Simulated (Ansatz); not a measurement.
**SiO2: rattling a relaxed structure**

The cell was found from a structure generator's guess, not taken from experiment.

All numbers below come from DFT PBE, scalar-relativistic, plane waves, PAW in Ansatz 0.2.0. Cutoff 420 eV; k points 6×6×6 on the computed 12-atom cell (Γ-centred); Gaussian smearing, width 0.02 eV; no spin polarisation.

The cell below (12 atoms, space group I4_122 (No. 98)) is relaxed within its symmetry.

```
CELL_PARAMETERS angstrom
-2.84096 2.84096 5.65552
2.84096 -2.84096 5.65552
2.84096 2.84096 -5.65552
ATOMIC_POSITIONS crystal
Si 0.37500 0.98681 0.11181
Si 0.73681 0.12500 0.11181
Si 0.01319 0.62500 0.88819
Si 0.87500 0.26319 0.88819
O 0.46835 0.96835 0.93671
O 0.28165 0.71835 0.00000
O 0.11648 0.11648 0.00000
O 0.63352 0.13352 0.50000
O 0.88352 0.88352 0.00000
O 0.86648 0.36648 0.50000
O 0.71835 0.28165 0.00000
O 0.03165 0.53165 0.06329
```

For the test it was strained at random (σ = 1.5 % a component), the atoms were moved at random (σ = 0.05 Å), and all was relaxed again on a coarse 4×4×4 mesh (in the run’s order of axes) with 0.10 eV smearing, with no symmetry imposed.

Question: Is the structure stable against such a distortion?

Answer: It doesn't return. The energy falls by 10 meV/atom on that mesh, the volume changes by -6.7 %, and the end has space group C2 (No. 5) at a loose tolerance. Relaxed again on a 6×6×4 mesh with 0.02 eV smearing, the new structure lies 10 meV/atom below the first (mesh in the axes of the run's cell; the cell below is made exact in the group named). Space group C2 (No. 5), monoclinic, a = 7.904 Å, b = 7.615 Å, c = 6.811 Å, β = 124.5°. Si on its first site has 4 O at 1.63–1.65 Å; around Si on its second site lie 4 O at 1.63–1.65 Å; O on a site of symmetry 2 has 2 Si at 1.63 Å; around O on a site of symmetry 1 lie 2 Si at 1.64–1.65 Å; 3 more sites not described.

```xyz
12
Lattice="3.9518 -3.8076 0.0000 3.9518 3.8076 0.0000 -3.8602 0.0000 5.6118" Properties=species:S:1:pos:R:3 pbc="T T T"
Si    2.6657   -0.3997    4.1728
Si    1.3777   -0.3997    1.4390
Si    6.2314    0.4014    1.4153
Si   -2.1881    0.4014    4.1965
O     2.0217    0.2108    2.8059
O     1.8471   -0.1635    5.5801
O     4.0839    0.3964    4.2803
O     2.6427   -2.0282    4.0229
O    -0.0406    0.3964    1.3315
O     1.4006   -2.0282    1.5889
O     2.1963   -0.1635    0.0317
O     2.0217    3.3554    2.8059
```
